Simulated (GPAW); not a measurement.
Runs of GPAW 26.7.0 on SnSe2. It takes space group P-3m1 (No. 164, trigonal). Conventional cell: a = 3.811 Å, b = 3.811 Å, c = 6.136 Å, α = 90.00°, β = 90.00°, γ = 120.00°. Sn (site symmetry -3m) has 6 Se at 2.68 Å as nearest neighbours. Se (site symmetry 3m) has 3 Sn at 2.68 Å as nearest neighbours. 

```tsv
task	level	potentials or basis	cell	k mesh	cutoff (eV)	smearing	maxiter	optimizer	fmax	max steps	target pressure	gap on the mesh (eV)	pressure (GPa)	relaxed volume (Å³/atom)	largest force (eV/Å)
relaxation of cell and atoms	PBEsol	PAW data sets generated in the run's folder for this functional, pw	relaxed to 1 GPa	6 × 6 × 3	600	fermi-dirac 0.05 eV	150	BFGS	0.02 eV/Å	100	1 GPa	(b)	1.0	-	-
relaxation of cell and atoms	PBEint	PAW data sets generated in the run's folder for this functional, pw	relaxed	6 × 6 × 3	600	fermi-dirac 0.05 eV	150	BFGS	0.02 eV/Å	40	-	0.72	0.0	(a)	0.01
relaxation of cell and atoms	WC	PAW data sets generated in the run's folder for this functional, pw	relaxed	6 × 6 × 3	600	fermi-dirac 0.05 eV	150	FIRE	0.02 eV/Å	100	-	0.62	0.0	26.17	0.02
single point	PBEsol	PAW data sets generated in the run's folder for this functional, pw	atoms moved at random, drawn with an rms of 0.05 Å	8 × 8 × 5	600	fermi-dirac 0.05 eV	150	-	-	-	-	0.69	1.7	-	0.59
relaxation of cell and atoms	BP86+D4	PAW data sets generated in the run's folder for this functional, pw	relaxed to -1 GPa	6 × 6 × 3	600	fermi-dirac 0.05 eV	150	BFGS	0.02 eV/Å	100	-1 GPa	0.44	-1.0	-	0.01
dielectric tensor	LDA	the program's PAW data sets (release 1.2.1) made for this functional, pw	as given	7 × 7 × 4	450	fermi-dirac 0.001 eV	150	-	-	-	-	0.68	-	-	-
single point	PBEsol	PAW data sets generated in the run's folder for this functional, pw	as given	8 × 8 × 5	600	fermi-dirac 0.05 eV	150	-	-	-	-	0.75	2.3	-	0.58
single point	LDA	the program's PAW data sets (release 1.2.1) made for this functional, pw	as given	7 × 7 × 4	450	fermi-dirac 0.05 eV	120	-	-	-	-	0.68	-0.2	-	0.45
```

Alike in all rows: no spin polarisation.

Task: Fill in the values left out.

Result: (a) 28.59; (b) 0.55.

Caveats: spin-orbit coupling is left out, which moves the levels of the heavy elements; an odd mesh through Γ misses points on the zone boundary, where band edges often lie; later steps reuse the first step's grids (some runs); this functional lacks dispersion, which binds the layers, so the pressure and a relaxed spacing across them are unreliable (some runs); the volume moved by +11 % from the deposited cell, more than functionals usually miss (some runs); the gap is small at this level, which inflates the dielectric constant (some runs); the long-wavelength limit can be off by a per cent or two (some runs).

A k mesh can miss the band edges, and the runs leave out spin-orbit coupling on Se, Sn.

Runs at the PBE level aren't shown here.
